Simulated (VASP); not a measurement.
The system is SnO2 (Cassiterite).

```
Sn O
1.0
     4.73800    0.00000    0.00000
     0.00000    4.73800    0.00000
     0.00000    0.00000    3.18650
Sn O
2 4
Direct
  0.50000 0.50000 0.50000
  0.00000 0.00000 0.00000
  0.80710 0.19290 0.50000
  0.69290 0.69290 0.00000
  0.19290 0.80710 0.50000
  0.30710 0.30710 0.00000
```

```yaml
Program: VASP 6.6.1
Task: relaxation of cell and atoms
Functional: PBEsol
Potentials_or_basis: VASP PAW PBE potentials, release 64 (Sn_d, O)
Cutoff: 600 eV
k_mesh: 6 × 6 × 8
Occupations: fermi-dirac, width 0.05 eV
Spin: no spin polarisation
```

At the start: pressure 5.2 GPa; volume 11.92 Å³/atom.

How do energy, volume and symmetry change on relaxing?

Over 3 steps the energy falls by 5.0 meV/atom and the volume is 12.21 Å³/atom (+2.4 %); space group P4_2/mnm (No. 136, to 0.05 Å).

Step by step:
```csv
step,energy change (eV),largest force (eV/Å),pressure (GPa),volume (Å³)
1,0.0000,0.2277,5.23,71.53
2,0.0236,0.2177,-6.25,75.64
3,-0.0302,0.0173,-0.05,73.24
```

Final structure:
```cif
data_structure
_symmetry_space_group_name_H-M 'P 1'
_symmetry_Int_Tables_number 1
_cell_length_a 4.7700
_cell_length_b 4.7700
_cell_length_c 3.2189
_cell_angle_alpha 90.000
_cell_angle_beta 90.000
_cell_angle_gamma 90.000
_cell_volume 73.24
loop_
_atom_site_label
_atom_site_type_symbol
_atom_site_fract_x
_atom_site_fract_y
_atom_site_fract_z
_atom_site_occupancy
Sn1 Sn 0.50000 0.50000 0.50000 1
Sn2 Sn 0.00000 0.00000 0.00000 1
O1 O 0.80640 0.19360 0.50000 1
O2 O 0.69360 0.69360 0.00000 1
O3 O 0.19360 0.80640 0.50000 1
O4 O 0.30640 0.30640 0.00000 1
```

Caveat: the PAW data sets were made with another functional, which shifts forces and pressure a little.
